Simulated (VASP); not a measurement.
# Ge (Fd-3m) in VASP: a series of runs, part 3 of 3

VASP 6.6.1.

## 5. Relaxation of the atoms, PBE

INCAR reads:

```
PREC     = Accurate       # precision mode
ENCUT    = 600            # plane-wave cutoff, eV
EDIFF    = 1E-7           # SCF threshold, eV
ISMEAR   = 0              # smearing method
SIGMA    = 0.03           # smearing width, eV
LREAL    = False          # projectors in reciprocal space
LASPH    = True           # aspherical terms in the spheres
NELM     = 80             # most SCF steps
ALGO     = Normal         # electronic algorithm
ISIF     = 2              # what is computed and relaxed
LWAVE    = False          # write WAVECAR
LCHARG   = False          # write CHGCAR
GGA      = PE             # functional
IBRION   = 2              # ionic algorithm
NSW      = 40             # ionic steps
EDIFFG   = -0.01          # ionic threshold
```

KPOINTS reads:

```
Automatic mesh
0
Gamma
  10 10 10
```

POSCAR reads:

```
Ge                                      
1.0
   -0.0000000000      2.8805013358      2.8805013358
    2.8805013358      0.0000000000      2.8805013358
    2.8805013358      2.8805013358      0.0000000000
  Ge            
     2
Direct
     1.0000000000000000    1.0000000000000000    1.0000000000000000
     0.2500000000000000    0.2500000000000000    0.2500000000000000
```

Potentials or basis: VASP PAW PBE potentials, release 64 (Ge_d).

Started as:

```bash
cat potpaw_PBE.64/Ge_d/POTCAR > POTCAR
mpirun -np 1 vasp_std > vasp.out
```

OUTCAR:

```text
PREC = Accurate
   ENCUT = 600
   EDIFF = 1E-7
   ISMEAR = 0
   LREAL = False
   LASPH = True
   NELM = 80
   ISIF = 2
   GGA = PE
   IBRION = 2
   NSW = 40
   EDIFFG = -0.01

 ion  position               nearest neighbor table
   1  0.000  0.000  0.000-   2 2.49   2 2.49   2 2.49   2 2.49
   2  0.250  0.250  0.250-   1 2.49   1 2.49   1 2.49   1 2.49

  LATTYP: Found a face centered cubic cell.
 ALAT       =     5.7610026716

  Lattice vectors:

 A1 = (   0.0000000000,   2.8805013358,   2.8805013358)
 A2 = (   2.8805013358,   0.0000000000,   2.8805013358)
 A3 = (   2.8805013358,   2.8805013358,   0.0000000000)

Analysis of symmetry for initial positions (statically):
=====================================================================
 Subroutine PRICEL returns:
 Original cell was already a primitive cell.

 Routine SETGRP: Setting up the symmetry group for a
 face centered cubic supercell.

 Subroutine GETGRP returns: Found 48 space group operations
 (whereof 24 operations were pure point group operations)
[... 162 lines left out ...]
  ext. energy  EPLUGINS =         0.00000000
  ---------------------------------------------------
  free energy    TOTEN  =        -9.03384337 eV

  energy without entropy =       -9.03375822  energy(sigma->0) =       -9.03380080

 E-fermi :   4.4793     XC(G=0):  -9.6696

 val. band max:        4.4790751080   @ k =   0.0000   0.0000   0.0000
 cond. band min:       4.5039686948   @ k =   0.5000   0.0000   0.0000
 fundamental gap:      0.0248935868
 Fermi energy:         4.4792735006

 k-point     1 :       0.0000    0.0000    0.0000
  band No.  band energies     occupation
      1     -20.2665      2.00000
      2     -20.2665      2.00000
      3     -20.2665      2.00000
      4     -20.2344      2.00000
      5     -20.2344      2.00000
      6     -20.0514      2.00000
[... 481 lines left out ...]
      5     -20.1617      2.00000
      6     -20.1425      2.00000
[... 10 lines left out ...]
     17      10.9060      0.00000
     18      11.4485      0.00000

 [... further k-points ...]
[... 5 lines left out ...]
  --------------------------------------------------------------------------------------
  -------------------------------------------------------------------------------------
  Total       -0.0209309     -0.0209309     -0.0209309      0.0000000      0.0000000     -0.0000000
  in kB       -0.7015588     -0.7015588     -0.7015588      0.0000000      0.0000000     -0.0000000
  external PRESSURE =      -0.7015588 kB  Pullay stress =       0.0000000 kB

 VOLUME and BASIS-vectors are now :
 -----------------------------------------------------------------------------
  energy-cutoff  :      600.00
  volume of cell :       47.80
      direct lattice vectors                 reciprocal lattice vectors
     0.000000000  2.880501336  2.880501336    -0.173580895  0.173580895  0.173580895
     2.880501336  0.000000000  2.880501336     0.173580895 -0.173580895  0.173580895
     2.880501336  2.880501336  0.000000000     0.173580895  0.173580895 -0.173580895

 POSITION                                       TOTAL-FORCE (eV/Angst)
 -----------------------------------------------------------------------------------
      0.00000      0.00000      0.00000         0.000000      0.000000      0.000000
      1.44025      1.44025      1.44025        -0.000000     -0.000000     -0.000000
 -----------------------------------------------------------------------------------
    total drift:                                0.000000      0.000000      0.000000

  FREE ENERGIE OF THE ION-ELECTRON SYSTEM (eV)
  ---------------------------------------------------
  free  energy   TOTEN  =        -9.0338433739 eV

  energy  without entropy=       -9.0337582172  energy(sigma->0) =       -9.03380080

 reached required accuracy - stopping structural energy minimisation
```

OSZICAR:

```text
N       E                     dE             d eps       ncg     rms          rms(c)
DAV:   1     0.168793237672E+03    0.16879E+03   -0.16916E+04  1732   0.448E+03
DAV:   2     0.125453902877E+02   -0.15625E+03   -0.15393E+03  1692   0.562E+02
DAV:   3    -0.842335849261E+01   -0.20969E+02   -0.20843E+02  1838   0.154E+02
DAV:   4    -0.909453056676E+01   -0.67117E+00   -0.66982E+00  2016   0.313E+01
DAV:   5    -0.910543063208E+01   -0.10900E-01   -0.10897E-01  1906   0.404E+00    0.297E+00
DAV:   6    -0.905752959114E+01    0.47901E-01   -0.21696E-02  1854   0.177E+00    0.177E+00
DAV:   7    -0.903203256303E+01    0.25497E-01   -0.48313E-02  1786   0.226E+00    0.144E-01
DAV:   8    -0.903366614752E+01   -0.16336E-02   -0.59779E-03  1848   0.116E+00    0.411E-02
DAV:   9    -0.903381906692E+01   -0.15292E-03   -0.29300E-04  1954   0.275E-01    0.159E-02
DAV:  10    -0.903384161827E+01   -0.22551E-04   -0.55791E-05  2134   0.848E-02    0.547E-03
DAV:  11    -0.903384345653E+01   -0.18383E-05   -0.66176E-06  2192   0.497E-02    0.123E-03
DAV:  12    -0.903384337390E+01    0.82629E-07   -0.27064E-07  1414   0.110E-02
   1 F= -.90338434E+01 E0= -.90338008E+01  d E =-.903384E+01
```

Wall time 28 s (1 thread of Intel Xeon 6975P-C (Granite Rapids), shared host); peak memory 0.22 GiB.

What came out:

```yaml
Free_energy: -9.0338 eV
Pressure_after_relaxing: -0.1 GPa
Band_gap_on_the_k_mesh: none (metal or under the smearing width)
```

Final structure:
```
Ge
1.0
     0.00000    2.88050    2.88050
     2.88050    0.00000    2.88050
     2.88050    2.88050    0.00000
Ge
2
Direct
  0.00000 0.00000 0.00000
  0.25000 0.25000 0.25000
```

Levels at points of the mesh, in eV from the Fermi level:
```tsv
k point	band 12	band 13	band 14	band 15	band 16	band 17
(0.00, 0.00, 0.00)	-0.45	0.00	0.00	0.00	2.53	2.53
(0.50, 0.00, 0.00)	-7.36	-1.32	-1.32	0.02	3.72	3.72
(0.50, 0.50, 0.00)	-8.69	-2.89	-2.89	0.82	0.82	9.07
```

Caveat: the relaxation stopped at its first step, so nothing moved; this crystal is a semiconductor, whose small gap the functional closes, so the metal is an error of the method.

## 6. Summary

```csv
cell,gap on the mesh (eV),pressure (GPa)
atoms relaxed from: a relaxed cell with its volume scaled by 0.94,0.10,4.1
atoms relaxed from: a relaxed cell with its volume scaled by 0.96,none,2.6
atoms relaxed from: a relaxed cell with its volume scaled by 0.98,none,1.2
atoms relaxed,none,-0.1
```

Alike in all rows: task relaxation of the atoms; level PBE; potentials or basis VASP PAW PBE potentials, release 64 (Ge_d); no spin polarisation; k mesh 10 × 10 × 10; cutoff (eV) 600; smearing gaussian 0.03 eV.

Caveats: the relaxation stopped at its first step, so nothing moved; this crystal is a semiconductor, whose small gap the functional closes, so the metal is an error of the method (some runs).

Total energies depend on the potentials used, so only differences within one code and one set of settings carry meaning.

## 7. Against experiment

Step 5. Against the measured gap of Ge, 0.807 eV (direct; 300 K; “Electronic and optical properties of SixGe1-x-ySny alloys lattice-matched to Ge”, 2021, arxiv:2109.02782), the calculated 0.00 eV is off by -0.81 eV. 3 values of this kind are on record (0.666 to 0.807 eV); this one was drawn at random among those near their median. Spin-orbit coupling on Ge is left out. The value is that of PBE on a finite k mesh, which can miss the band edges, without temperature or zero-point motion. Semilocal functionals fall short of measured gaps as a rule.
